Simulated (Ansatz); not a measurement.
## How far is PAW off for K2S?

```
CELL_PARAMETERS angstrom
0.00000 3.73133 3.73133
3.73133 0.00000 3.73133
3.73133 3.73133 0.00000
ATOMIC_POSITIONS crystal
S 0.00000 0.00000 0.00000
K 0.25000 0.25000 0.25000
K 0.75000 0.75000 0.75000
```

Atoms are numbered in the order listed.

Conventional cell: a = 7.463 Å, b = 7.463 Å, c = 7.463 Å, α = 90.00°, β = 90.00°, γ = 90.00°. Around S (atom 1) lie 8 K at 3.23 Å. Around K (atom 2) lie 4 S at 3.23 Å.

The cell was built from the fluorite type and relaxed in the same program, and has space group Fm-3m; it needn't be a known or the stable phase.

All numbers are computed: DFT, PBE, PAW with Ansatz's default frozen-core files, scalar-relativistic (Ansatz 0.2.0); DFT, PBE, all-electron LAPW, scalar-relativistic (Ansatz 0.2.0).

For PAW: a Γ-centred 10×10×10 k mesh, Fermi–Dirac smearing of 0.03 eV, cutoff 420 eV, no spin polarisation. LAPW targets a basis error of 1 meV/atom. The Ansatz runs share mesh, smearing and spin set-up. Plane-wave (PAW) pressures include the program's estimate of the Pulay term.

Stress and pressure are positive in compression.

Levels count from the top of the valence band.

PAW results:

| quantity | PAW |
| --- | --- |
| pressure (GPa) | 0.00 |
| band gap (eV) | 2.323 |
| highest filled level at U (eV) | -0.012 |
| lowest empty level at U (eV) | 3.727 |
| highest filled level at W (eV) | -0.015 |
| lowest empty level at W (eV) | 3.714 |
| highest filled level at Γ (eV) | -0.176 |
| lowest empty level at Γ (eV) | 2.323 |

Problem. What does LAPW (all electrons) give for the same quantities?

Solution. 
```tsv
quantity	LAPW
pressure (GPa)	0.00
band gap (eV)	2.321
highest filled level at U (eV)	-0.012
lowest empty level at U (eV)	3.725
highest filled level at W (eV)	-0.015
lowest empty level at W (eV)	3.712
highest filled level at Γ (eV)	-0.176
lowest empty level at Γ (eV)	2.321
```
